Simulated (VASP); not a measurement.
GaCo: single point with r2SCAN+U

Crystal: GaCo.

```
Ga Co
1.0
     2.89706    0.00000    0.00000
     0.00000    2.89706    0.00000
     0.00000    0.00000    2.89706
Ga Co
1 1
Direct
  0.50000 0.50000 0.50000
  0.00000 0.00000 0.00000
```

* Program: VASP 6.6.1
* Task: single point
* Functional: r2SCAN
* Potentials or basis: VASP PAW PBE potentials, release 64 (Ga_d, Co)
* Cutoff: 520 eV
* k mesh: 9 × 9 × 9
* Occupations: tetrahedron
* Spin: collinear spin, typed start
* Starting moments: [0.0, 2.0] μB
* Hubbard terms: Co d U = 6.2 eV
* Dipole correction: no
* Further INCAR settings: ALGO = Normal; EDIFF = 1e-06; NBANDS = 22

| Quantity | Value |
| --- | --- |
| Pressure | 20.0 GPa |
| Band gap on the k mesh | none (metal or under the smearing width) |
| Net moment | 1.93 μB per cell |
| Site moments | Ga -0.03; Co +1.96 μB |
| Valence electrons inside the program's atomic spheres | Ga 11.81; Co 8.41 |

Levels at points of the mesh, in eV from the Fermi level:
Spin up:
```csv
k point,band 9,band 10,band 11,band 12,band 13,band 14,band 15,band 16
"(0.00, 0.00, 0.00)",-5.06,-5.06,-5.06,4.26,4.26,4.26,8.48,8.48
```
Spin down:
```
           k point  band 8  band 9  band 10  band 11  band 12  band 13
(0.00, 0.00, 0.00)   -3.81   -3.81     0.88     0.88     4.26     4.26
```

Eigenvalues of the final occupation matrices:
```
    site  spin  trace               eigenvalues
site 2 d     1   4.71  0.93 0.93 0.93 0.96 0.96
site 2 d     2   2.79  0.04 0.04 0.90 0.90 0.90
```

Run time: 2.8 min on 1 thread of Intel(R) Xeon(R) Platinum 8175M CPU @ 2.50GHz (Skylake/Cascade Lake), on a shared host, peak memory 0.18 GiB.

Caveat: the PAW data sets were made with another functional, which shifts forces and pressure a little; the U is typed as a test and isn't derived for this compound; tetrahedron occupations give inexact forces and stress in metals. The state reached can hang on the start; a lower one may exist.
